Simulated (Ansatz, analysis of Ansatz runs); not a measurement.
# Li2O (Fm-3m), nudged elastic band: H transfer from O to O (q = +1)

Wanted: path and barrier of a jump of H in Li2O (Fm-3m) at charge +1. The case: H transfer from O to O, in a cell of 81 host atoms with 1 H put in.

Method: plane-wave PAW DFT, PBEsol; nudged elastic band between two relaxed defect structures at fixed charge in a uniform background; PAW set soft_1, in Ansatz 0.2.0.

Report form: the programs' logs are mostly left out.

## Step 1: Starting point

The cell holds 82 atoms: 54 Li, 27 O and 1 H. Its edges and angles: a = 9.712 Å, b = 9.712 Å, c = 9.712 Å, α = 60.0°, β = 60.0°, γ = 60.0°. It derives from Li2O (space group Fm-3m). Nearest the centre at fractional (0.500, 0.333, 0.667): H82 at 0.63 Å, Li44 at 1.14 Å, Li31 at 1.14 Å, O72 at 1.62 Å, O45 at 1.62 Å, Li62 at 2.56 Å, Li34 at 2.56 Å, Li7 at 2.56 Å. The cell carries charge +1.

The cell's shortest repeat is 9.7 Å.

## Step 2: Relaxation of the start point, charge +1

A barrier is counted from a minimum, so both ends are relaxed first. Small random displacements break the symmetry of the ideal sites, so that the defect can distort if it gains by it. The charge of +1 is set by the electron count, and a uniform background keeps the cell neutral.

File qp1.start/input.yaml:

```yaml
crystal:
  lattice:
    - [0.0, 6.86718926, 6.86718926]
    - [6.86718926, 0.0, 6.86718926]
    - [6.86718926, 6.86718926, 0.0]
  atoms:
    - { symbol: Li, position: [0.25, 0.25, 0.25] }
    - { symbol: Li, position: [0.08333333, 0.08333333, 0.08333333] }
    - { symbol: O, position: [0.0, 0.0, 0.0] }
    - { symbol: Li, position: [0.25, 0.25, 0.58333333] }
    - { symbol: Li, position: [0.08333333, 0.08333333, 0.41666667] }
    - { symbol: O, position: [0.0, 0.0, 0.33333333] }
    - { symbol: Li, position: [0.25, 0.25, 0.91666667] }
    - { symbol: Li, position: [0.08333333, 0.08333333, 0.75] }
[... 70 atom lines left out ...]
    - { symbol: Li, position: [0.91666667, 0.91666667, 0.91666667] }
    - { symbol: Li, position: [0.75, 0.75, 0.75] }
    - { symbol: O, position: [0.66666667, 0.66666667, 0.66666667] }
    - { symbol: H, position: [0.56537, 0.333333, 0.666667] }
total_charge: 1
basis:
  ecutwfc: 420
  xc_grid: 2
hamiltonian:
  xc: pbesol
  pseudopotentials: { kind: paw, azcp: { folder: soft_1 }, xc_functional: pbe }
kpoints:
  mp_grid: { grid: [1, 1, 1], shift: [0.25, 0.25, 0.25] }
scf:
  occupations: { method: fixed }
  max_iter: 150
output:
  forces: true
relax:
  f_tol: 0.02
  max_steps: 70
  random_displacement: { amplitude: 0.03, seed: 4771 }
```

Run with:

```bash
> ansatz run input.yaml --threads 4 --pin off --max-ram 8478MiB --backend cpu --events-out ev --progress --plain --runs-dir out
```

Wall time 2.1 min (4 threads of Arm Neoverse V1, shared host); peak memory 1.1 GiB.

Relaxation path:

```
step  energy less that of the first step (eV)  largest force component (eV/Å)
   1                                   0.0000                          3.7142
   2                                  -1.2558                          2.1834
   3                                  -1.9866                          0.7405
   4                                  -2.0980                          0.1413
   5                                  -2.1109                          0.1447
   6                                  -2.1156                          0.0435
   7                                  -2.1168                          0.0214
   8                                  -2.1171                          0.0992
   9                                  -2.1209                          0.2585
  10                                  -2.1239                          0.1484
  11                                  -2.1431                          0.1433
  12                                  -2.1345                          1.2275
  13                                  -2.1532                          0.0824
  14                                  -2.1594                          0.0720
  15                                  -2.1600                          0.0032
  16                                  -2.1600                          0.0033
```

Relaxation step 12 was tried and not accepted.

The atoms that moved most (Å, from the sites as typed, ahead of the random displacement, the mean shift of all atoms taken out):

```
atom      dx      dy      dz  length
 H82  -0.019   0.666  -0.298   0.730
Li31  -0.174  -0.183  -0.089   0.268
Li44   0.166  -0.168  -0.076   0.248
Li62  -0.158   0.156  -0.075   0.234
Li34   0.153   0.144  -0.072   0.223
Li40   0.055  -0.066   0.027   0.090
Li68  -0.054  -0.062   0.027   0.086
Li71   0.060   0.052   0.032   0.086
```

Neighbours of H82 at the end:

```
atom  distance (Å)
 O72         0.981
Li31         1.852
Li44         1.861
Li62         1.862
Li34         1.877
 O45         2.585
 O63         2.588
 O39         2.624
 O57         2.626
```

Numbers from this step:

| Quantity | Value |
| --- | --- |
| free energy | -26206.4163 eV |
| r.m.s. move of the farther half of the atoms | 0.02040 Å |
| largest move from the ideal geometry of this structure, a common shift of the far atoms taken out | 0.7382 Å |

The relaxation gained 2.160 eV and ended with a largest force component of 0.0033 eV/Å.

## Step 3: Relaxation of the end point, charge +1

The end point is relaxed in the same cell and settings, so that the two energies compare. Atoms more than 3.2 Å from the middle of the hop start where the first relaxation left them, the nearer ones on or close to their ideal places, with small random displacements.

File qp1.end/input.yaml:

```yaml
crystal:
  lattice:
    - [0.0, 6.86718926, 6.86718926]
    - [6.86718926, 0.0, 6.86718926]
    - [6.86718926, 6.86718926, 0.0]
  atoms:
    - { symbol: Li, position: [0.24959953, 0.25032418, 0.25000214] }
    - { symbol: Li, position: [0.08350021, 0.08203144, 0.08380097] }
[... 4 atom lines left out ...]
    - { symbol: Li, position: [0.25, 0.25, 0.91666667] }
[... 5 atom lines left out ...]
    - { symbol: Li, position: [0.25, 0.58333333, 0.58333333] }
[... 17 atom lines left out ...]
    - { symbol: Li, position: [0.58333333, 0.25, 0.58333333] }
[... 2 atom lines left out ...]
    - { symbol: Li, position: [0.58333333, 0.25, 0.91666667] }
    - { symbol: Li, position: [0.41666667, 0.08333333, 0.75] }
[... 4 atom lines left out ...]
    - { symbol: Li, position: [0.58333333, 0.58333333, 0.58333333] }
[... 3 atom lines left out ...]
    - { symbol: Li, position: [0.41666667, 0.41666667, 0.75] }
    - { symbol: O, position: [0.33333333, 0.33333333, 0.66666667] }
[... 16 atom lines left out ...]
    - { symbol: Li, position: [0.75, 0.08333333, 0.75] }
[... 5 atom lines left out ...]
    - { symbol: Li, position: [0.75, 0.41666667, 0.41666667] }
[... 3 atom lines left out ...]
    - { symbol: O, position: [0.66666667, 0.33333333, 0.66666667] }
[... 9 atom lines left out ...]
    - { symbol: H, position: [0.43463, 0.333333, 0.666667] }
total_charge: 1
basis:
  ecutwfc: 420
  xc_grid: 2
hamiltonian:
  xc: pbesol
  pseudopotentials: { kind: paw, azcp: { folder: soft_1 }, xc_functional: pbe }
kpoints:
  mp_grid: { grid: [1, 1, 1], shift: [0.25, 0.25, 0.25] }
scf:
  occupations: { method: fixed }
  max_iter: 150
output:
  forces: true
relax:
  f_tol: 0.02
  max_steps: 70
  random_displacement: { amplitude: 0.01, seed: 4771 }
```

Run time: 2.1 min. Hardware: 4 threads; peak memory 1.1 GiB; 6.9 min of CPU time.

Step by step:

```
step  energy less that of the first step (eV)  largest force component (eV/Å)
   1                                   0.0000                          3.8689
   2                                  -1.2456                          2.2742
   3                                  -1.8353                          1.8893
   4                                  -2.0350                          0.4703
   5                                  -2.0682                          0.2256
   6                                  -2.0827                          0.0378
   7                                  -2.0836                          0.0122
   8                                  -2.0837                          0.0302
   9                                  -2.0840                          0.0102
  10                                  -2.0840                          0.0080
  11                                  -2.0841                          0.0096
  12                                  -2.0845                          0.0341
  13                                  -2.0846                          0.2114
  14                                  -2.0999                          0.0845
  15                                  -2.1033                          0.1497
  16                                  -2.1219                          0.2971
  17                                  -2.1270                          0.0210
  18                                  -2.1270                          0.0238
  19                                  -2.1270                          0.0076
```

The atoms that moved most (Å, from the sites as typed, ahead of the random displacement):

```
atom      dx      dy      dz  length
 H82   0.019   0.297  -0.667   0.731
Li44   0.173   0.087   0.183   0.267
Li31  -0.165   0.076   0.168   0.247
 Li7   0.159   0.076  -0.156   0.235
Li35  -0.154   0.071  -0.144   0.222
Li41  -0.056  -0.028   0.067   0.092
Li13   0.054  -0.028   0.063   0.088
Li71  -0.055  -0.062  -0.012   0.084
```

Neighbours of H82 at the end:

```
atom  distance (Å)
 O45         0.981
Li44         1.852
Li31         1.862
 Li7         1.862
Li35         1.876
 O39         2.587
 O72         2.587
 O30         2.624
 O63         2.624
```

Read from the output:

| Property | Result |
| --- | --- |
| free energy | -26206.4162 eV |
| r.m.s. move of the farther half of the atoms | 0.02048 Å |
| largest move from the ideal geometry of this structure, a common shift of the far atoms taken out | 0.7406 Å |

The relaxation gained 2.127 eV and ended with a largest force component of 0.0076 eV/Å. The end lies within 1 meV of the start.

## Step 4: Nudged elastic band, charge +1

5 movable images are laid between the ends on a pair-potential path, which keeps atoms from colliding in the first guess. Each image feels the true force across the path and a spring force along it. The highest image is set to climb to the top of the path.

This step: plane-wave PAW DFT, PBEsol; nudged elastic band between two relaxed defect structures at fixed charge in a uniform background; PAW set soft_1.

File qp1.neb/input.yaml:

```yaml
crystal:
  lattice:
    - [0.0, 6.86718926, 6.86718926]
    - [6.86718926, 0.0, 6.86718926]
    - [6.86718926, 6.86718926, 0.0]
  atoms:
    - { symbol: Li, position: [0.25023527, 0.25070377, 0.2491497] }
    - { symbol: Li, position: [0.08413594, 0.08241104, 0.08294852] }
    - { symbol: O, position: [0.00142316, -0.00037934, -9.252e-05] }
    - { symbol: Li, position: [0.25035947, 0.25058033, 0.58142356] }
    - { symbol: Li, position: [0.08585866, 0.0826328, 0.41329736] }
    - { symbol: O, position: [0.00148669, -0.00041347, 0.33093279] }
    - { symbol: Li, position: [0.24879994, 0.24734893, 0.91778268] }
    - { symbol: Li, position: [0.0858557, 0.08266225, 0.75057589] }
    - { symbol: O, position: [0.00244056, -0.00110693, 0.66530064] }
    - { symbol: Li, position: [0.24743478, 0.58621835, 0.24873129] }
    - { symbol: Li, position: [0.0832962, 0.41809402, 0.0821923] }
    - { symbol: O, position: [0.00165031, 0.3337676, -0.00172132] }
    - { symbol: Li, position: [0.24699704, 0.58927358, 0.57608379] }
    - { symbol: Li, position: [0.08341992, 0.41838779, 0.41531812] }
    - { symbol: O, position: [-0.00167513, 0.3332781, 0.33410019] }
    - { symbol: Li, position: [0.24691498, 0.58936874, 0.91934977] }
    - { symbol: Li, position: [0.08319775, 0.41812578, 0.74897009] }
    - { symbol: O, position: [-0.00157703, 0.33331717, 0.66622882] }
    - { symbol: Li, position: [0.24968741, 0.91672602, 0.24818749] }
    - { symbol: Li, position: [0.08338688, 0.75057191, 0.08500098] }
    - { symbol: O, position: [0.0004195, 0.66753981, -0.0002059] }
    - { symbol: Li, position: [0.25078021, 0.91788088, 0.58146898] }
    - { symbol: Li, position: [0.0835181, 0.75069922, 0.41323668] }
    - { symbol: O, position: [-5.556e-05, 0.66704701, 0.332469] }
    - { symbol: Li, position: [0.24947588, 0.91653646, 0.91715892] }
    - { symbol: Li, position: [0.08362833, 0.75079801, 0.7490098] }
    - { symbol: O, position: [0.0004222, 0.66753241, 0.66432932] }
    - { symbol: Li, position: [0.58346361, 0.25050518, 0.24868201] }
    - { symbol: Li, position: [0.4149304, 0.08202802, 0.08357786] }
    - { symbol: O, position: [0.33341363, 0.00049748, -0.00093208] }
    - { symbol: Li, position: [0.57669274, 0.2437956, 0.56360812] }
    - { symbol: Li, position: [0.41723761, 0.08435607, 0.41534287] }
    - { symbol: O, position: [0.33416084, 0.00126079, 0.33080888] }
    - { symbol: Li, position: [0.57788748, 0.24503706, 0.94340115] }
    - { symbol: Li, position: [0.41449547, 0.08159791, 0.75262677] }
    - { symbol: O, position: [0.33415283, 0.00124179, 0.66579368] }
    - { symbol: Li, position: [0.58203931, 0.5861996, 0.24647095] }
    - { symbol: Li, position: [0.41345426, 0.42312964, 0.08533414] }
    - { symbol: O, position: [0.33595915, 0.33491395, -0.00359554] }
    - { symbol: Li, position: [0.57693323, 0.59376155, 0.58040528] }
    - { symbol: Li, position: [0.41295532, 0.42398073, 0.4098101] }
    - { symbol: O, position: [0.33270012, 0.33525819, 0.33200919] }
    - { symbol: Li, position: [0.5817332, 0.58627602, 0.91693352] }
    - { symbol: Li, position: [0.38726765, 0.4350767, 0.75524419] }
    - { symbol: O, position: [0.33631318, 0.33471455, 0.66469458] }
    - { symbol: Li, position: [0.58365085, 0.91729068, 0.24915691] }
    - { symbol: Li, position: [0.41534689, 0.75127812, 0.08291469] }
    - { symbol: O, position: [0.33250823, 0.6685455, -8.306e-05] }
    - { symbol: Li, position: [0.58354128, 0.91740668, 0.58140891] }
    - { symbol: Li, position: [0.41550554, 0.75300807, 0.41331596] }
    - { symbol: O, position: [0.33247995, 0.66859744, 0.33092717] }
    - { symbol: Li, position: [0.58036602, 0.91589088, 0.91774366] }
    - { symbol: Li, position: [0.41552934, 0.75301299, 0.75054314] }
    - { symbol: O, position: [0.33174004, 0.66959083, 0.66530751] }
    - { symbol: Li, position: [0.9191371, 0.24911425, 0.24643714] }
    - { symbol: Li, position: [0.75601413, 0.08059342, 0.08529309] }
    - { symbol: O, position: [0.66780279, 0.00309412, -0.00360674] }
    - { symbol: Li, position: [0.92671703, 0.24401442, 0.58039047] }
    - { symbol: Li, position: [0.75686165, 0.08009932, 0.40980333] }
    - { symbol: O, position: [0.66818063, -0.00021991, 0.33200233] }
    - { symbol: Li, position: [0.91921387, 0.24881357, 0.91694336] }
    - { symbol: Li, position: [0.76783801, 0.0546857, 0.75512275] }
    - { symbol: O, position: [0.66760475, 0.00340935, 0.66467903] }
    - { symbol: Li, position: [0.91709391, 0.58415427, 0.24907654] }
    - { symbol: Li, position: [0.75094017, 0.41806954, 0.08151639] }
    - { symbol: O, position: [0.66711097, 0.33422297, 0.00052869] }
    - { symbol: Li, position: [0.91728687, 0.58432107, 0.5810104] }
    - { symbol: Li, position: [0.7518216, 0.41893803, 0.40606474] }
    - { symbol: O, position: [0.66707882, 0.33417515, 0.32982181] }
    - { symbol: Li, position: [0.91706026, 0.58411519, 0.9152612] }
    - { symbol: Li, position: [0.752193, 0.41929555, 0.75560928] }
    - { symbol: O, position: [0.66556403, 0.33265003, 0.66735538] }
    - { symbol: Li, position: [0.91910336, 0.91450259, 0.24875427] }
    - { symbol: Li, position: [0.75096931, 0.75039526, 0.08221698] }
    - { symbol: O, position: [0.66668518, 0.66873861, -0.00173024] }
    - { symbol: Li, position: [0.9221137, 0.91410207, 0.57617915] }
    - { symbol: Li, position: [0.7512714, 0.75051483, 0.41531451] }
    - { symbol: O, position: [0.66619085, 0.66540874, 0.33410681] }
    - { symbol: Li, position: [0.92217721, 0.91405158, 0.91932185] }
    - { symbol: Li, position: [0.75099442, 0.7503039, 0.74896456] }
    - { symbol: O, position: [0.66623258, 0.66549951, 0.66622414] }
    - { symbol: H, position: [0.59394499, 0.26144968, 0.73527575] }
total_charge: 1
basis:
  ecutwfc: 420
  xc_grid: 2
hamiltonian:
  xc: pbesol
  pseudopotentials: { kind: paw, azcp: { folder: soft_1 }, xc_functional: pbe }
kpoints:
  mp_grid: { grid: [1, 1, 1], shift: [0.25, 0.25, 0.25] }
scf:
  occupations: { method: fixed }
  max_iter: 150
output:
  forces: true
neb:
  images: 5
  f_tol: 0.04
  climbing: true
  initial_path: idpp
  max_iterations: 45
  order_check: false
  final_atoms:
    - { symbol: Li, position: [0.25040607, 0.25064988, 0.24929763] }
    - { symbol: Li, position: [0.07915832, 0.08024638, 0.08545274] }
[... 4 atom lines left out ...]
    - { symbol: Li, position: [0.23356182, 0.24433514, 0.94507247] }
[... 5 atom lines left out ...]
    - { symbol: Li, position: [0.24957197, 0.59352809, 0.58066528] }
[... 17 atom lines left out ...]
    - { symbol: Li, position: [0.6140302, 0.24432225, 0.56462621] }
[... 2 atom lines left out ...]
    - { symbol: Li, position: [0.58691274, 0.24698099, 0.91801924] }
    - { symbol: Li, position: [0.42349238, 0.05614471, 0.7544489] }
[... 4 atom lines left out ...]
    - { symbol: Li, position: [0.58842105, 0.58971984, 0.57569335] }
    - { symbol: Li, position: [0.42446966, 0.4192008, 0.40565981] }
[... 2 atom lines left out ...]
    - { symbol: Li, position: [0.42463196, 0.43593581, 0.75558855] }
    - { symbol: O, position: [0.33586579, 0.33223265, 0.66684653] }
[... 22 atom lines left out ...]
    - { symbol: Li, position: [0.75437234, 0.42346022, 0.41018072] }
[... 3 atom lines left out ...]
    - { symbol: O, position: [0.66507973, 0.33488206, 0.66482079] }
[... 9 atom lines left out ...]
    - { symbol: H, position: [0.40724375, 0.26412926, 0.73828661] }
```

Wall time 9.4 min (4 threads); peak memory 3.7 GiB.

Images along the path:

```
image  path (Å)  energy (eV)     H82: x, y, z (Å)
    0     0.000       0.0000  6.845, 9.128, 5.874
    1     0.554       0.0370  6.857, 8.717, 6.027
    2     1.108       0.1590  6.861, 8.322, 6.004
    3     1.662       0.4463  6.864, 8.028, 5.713
    4     2.218       0.1587  6.867, 7.737, 5.418
    5     2.773       0.0368  6.874, 7.715, 5.022
    6     3.328       0.0001  6.884, 7.867, 4.610
```

Read from the output:

```
free energy      : -26205.9700 eV
barrier forward  : 0.4463 eV
barrier backward : 0.4462 eV
end less start   : 6.67e-5 eV
hop length       : 1.786 Å
```

Track of the atom that was set to move:

```
image  x (Å)  y (Å)  z (Å)  nearest neighbour  distance (Å)
    0  6.845  9.128  5.874                  O         0.981
    1  6.857  8.717  6.027                  O          0.98
    2  6.861  8.322  6.004                  O         1.008
    3  6.864  8.028  5.713                  O         1.261
    4  6.867  7.737  5.418                  O         1.008
    5  6.874  7.715  5.022                  O          0.98
    6  6.884  7.867   4.61                  O         0.981
```

The band met its tolerance of 0.04 eV/Å after 10 iterations, with image 3 on top (the start counts as 0). H82, which moves farthest between the ends, has 1 O at 0.98 Å nearest at the start and 2 O at 1.26 Å at the top.

## Step 5: Single point at the start point, PBEsol, denser k-mesh

Three single points on a mesh of more k-points (start, top, end) test the sampling. The start is shown; top and end are run alike.

This step: plane-wave PAW DFT, PBEsol; single point of a defect supercell on a structure of the PBEsol path; PAW set soft_1.

File qp1.start.mesh/input.yaml:

```yaml
crystal:
  lattice:
    - [0.0, 6.86718926, 6.86718926]
    - [6.86718926, 0.0, 6.86718926]
    - [6.86718926, 6.86718926, 0.0]
  atoms:
    - { symbol: Li, position: [0.25023527, 0.25070377, 0.2491497] }
    - { symbol: Li, position: [0.08413594, 0.08241104, 0.08294852] }
[... 4 atom lines left out ...]
    - { symbol: Li, position: [0.24879994, 0.24734893, 0.91778268] }
[... 5 atom lines left out ...]
    - { symbol: Li, position: [0.24699704, 0.58927358, 0.57608379] }
[... 17 atom lines left out ...]
    - { symbol: Li, position: [0.57669274, 0.2437956, 0.56360812] }
[... 2 atom lines left out ...]
    - { symbol: Li, position: [0.57788748, 0.24503706, 0.94340115] }
    - { symbol: Li, position: [0.41449547, 0.08159791, 0.75262677] }
[... 4 atom lines left out ...]
    - { symbol: Li, position: [0.57693323, 0.59376155, 0.58040528] }
    - { symbol: Li, position: [0.41295532, 0.42398073, 0.4098101] }
[... 2 atom lines left out ...]
    - { symbol: Li, position: [0.38726765, 0.4350767, 0.75524419] }
    - { symbol: O, position: [0.33631318, 0.33471455, 0.66469458] }
[... 22 atom lines left out ...]
    - { symbol: Li, position: [0.7518216, 0.41893803, 0.40606474] }
[... 3 atom lines left out ...]
    - { symbol: O, position: [0.66556403, 0.33265003, 0.66735538] }
[... 9 atom lines left out ...]
    - { symbol: H, position: [0.59394499, 0.26144968, 0.73527575] }
total_charge: 1
basis:
  ecutwfc: 420
  xc_grid: 2
hamiltonian:
  xc: pbesol
  pseudopotentials: { kind: paw, azcp: { folder: soft_1 }, xc_functional: pbe }
kpoints:
  mp_grid: { grid: [2, 2, 2], shift: [0.5, 0.5, 0.5] }
scf:
  occupations: { method: fixed }
  max_iter: 150
output:
  forces: true
  eigenvalues: true
checkpoint:
  write: "../qp1.start.mesh.run"
  compress: false
  write_wavefunctions: false
  write_every: 100000
```

Wall time 28 s (4 threads); peak memory 2.9 GiB; 1.8 min of CPU time.

This step gave:

* free energy: -26206.7477 eV

(Continued in part 2 of 2.)

[Logs are printed without paths, hosts, clocks, repeated set-up lines and the standing remarks that a program may print on its own settings, such as how far it seeks lower states.]

[Hosts, paths, dates, database ids (printed as entryN), source tags and the programs' standing remarks are cut or masked in the printed files.]
